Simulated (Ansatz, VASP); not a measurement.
# HfO2 in VASP and in Ansatz

```
Hf O
1.0
     0.00000    2.54881    2.54881
     2.54881    0.00000    2.54881
     2.54881    2.54881    0.00000
Hf O
1 2
Cartesian
  0.0000 0.0000 0.0000
  1.2744 1.2744 1.2744
  3.8232 3.8232 3.8232
```

Alike in both runs: functional PBE; k mesh 9 × 9 × 9; occupations fermi-dirac, width 0.02 eV; no spin polarisation.

Ansatz relaxed the structure, and its values are those at the end. VASP's run is a single point on that final structure, the one shown.

```csv
,VASP,Ansatz
version,VASP 6.6.1,Ansatz 0.2.0
potentials or method,"VASP PAW PBE potentials, release 64 (Hf_pv, O), cutoff 520 eV","all-electron LAPW, scalar-relativistic"
```

```csv
,VASP,Ansatz,Ansatz less VASP
gap on the k mesh at the Fermi level (eV),3.87,3.85,-0.018
pressure (GPa),-3.6,0.0,+3.63
```

Ansatz ran all-electron here, so the differences hold the error of VASP's frozen core and of both bases.

Caveats: spin-orbit coupling is left out, which moves the levels of the heavy elements; an odd mesh through Γ misses points on the zone boundary, where band edges often lie.
